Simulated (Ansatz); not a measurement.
**SnS2 in Ansatz, relaxation**

input.yaml:

```yaml
crystal:
  lattice:
    - [1.792577, 3.104833, 0.0]
    - [-1.792577, 3.104833, 0.0]
    - [0.0, 0.0, 5.593295]
  atoms:
    - { symbol: S, position: [0.6667, 0.6666, 0.7435] }
    - { symbol: S, position: [0.3333, 0.3334, 0.2565] }
    - { symbol: Sn, position: [0.0, 0.0, 0.0] }
  symmetry: { tolerance: 0.0003 }
kpoints:
  mp_grid: { grid: [6, 6, 4], shift: [0, 0, 0] }
magnetization:
  spin_polarized: false
scf:
  occupations: { method: cold, width: 0.0244 }
  lower_state_search: "off"
hamiltonian:
  pseudopotentials: { kind: paw }
  xc: r2scan
basis:
  ecutwfc: 500
  fft_grid_basis: typed
relax:
  max_steps: 80
  cell: { p_target: 0.0 }
  f_tol: 0.03
output:
  forces: true
  stress: true
  eigenvalues: true
  bader: true
  populations: true
  elf: true
  write_potential: true
  volumetric_format: npy
  dos:
    e_range: [-12, 8]
    de: 0.05
    projected: { site_lists: { S: [S], Sn: [Sn] } }
  write_density: true
checkpoint:
  read: saved_state
```

The command:

```bash
ansatz run input.yaml --threads 2 --pin off --max-ram 2560MiB --backend cpu --events-out ev --progress --plain --runs-dir out
```

Origin of the cell: a database entry, scaled a little.

The saved state is a converged single point of the same cell.

Steps («new basis» is an SCF on plane waves selected anew at the same cell):

```
step  ΔF (meV/atom)  max force component (eV/Å)  P (GPa)  volume (Å³)  SCF iterations   step was
   1            0.0                       0.496     8.20        62.26               4   accepted
   2          -46.2                       0.057    -0.60        70.66               7   accepted
   3          -51.8                       0.026    -0.08        70.53               5   accepted
   4          -53.9                       0.015     0.42        71.42               5   accepted
   5          -54.3                       0.005     0.23        72.27               6   accepted
   6          -54.4                       0.000     0.03        73.01               5   accepted
   7          -54.4                       0.000     0.00        73.14               7   accepted
   8          -55.1                       0.001     0.01        73.14               6  new basis
```

The starting structure.

Space group P-3m1 (No. 164); the run's cell has a = 3.585 Å, b = 3.585 Å, c = 5.593 Å, α = 90.00°, β = 90.00°, γ = 60.00°. Shortest distances: S–Sn 2.52 Å, S–S 3.42 Å, Sn–Sn 3.59 Å.

The relaxed structure.

Space group P-3m1 (No. 164); the run's cell has a = 3.675 Å, b = 3.675 Å, c = 6.254 Å, α = 90.00°, β = 90.00°, γ = 60.00°. Shortest distances: S–Sn 2.58 Å.

```xyz
3
Lattice="1.8375 3.1826 0.0000 -1.8375 3.1826 0.0000 0.0000 0.0000 6.2537" Properties=species:S:1:pos:R:3 pbc="T T T"
S     0.0000    4.2434    4.7928
S     0.0000    2.1217    1.4609
Sn    0.0000    0.0000    0.0000
```

```
Free energy lowered by  : 55.1 meV/atom
Volume change           : 17.48 %
Final pressure          : 0.01 GPa
Relaxation steps listed : 8
Gap on the mesh         : 1.93 eV
```

Caveats: no dispersion correction, so spacings can come out too large where layers or molecules are weakly bound; the relaxation held the start's symmetry, so the end may be a saddle point.

The run took 32 s on 2 threads of Arm Neoverse V1, on a shared host, peak memory 0.52 GiB, from a saved density.
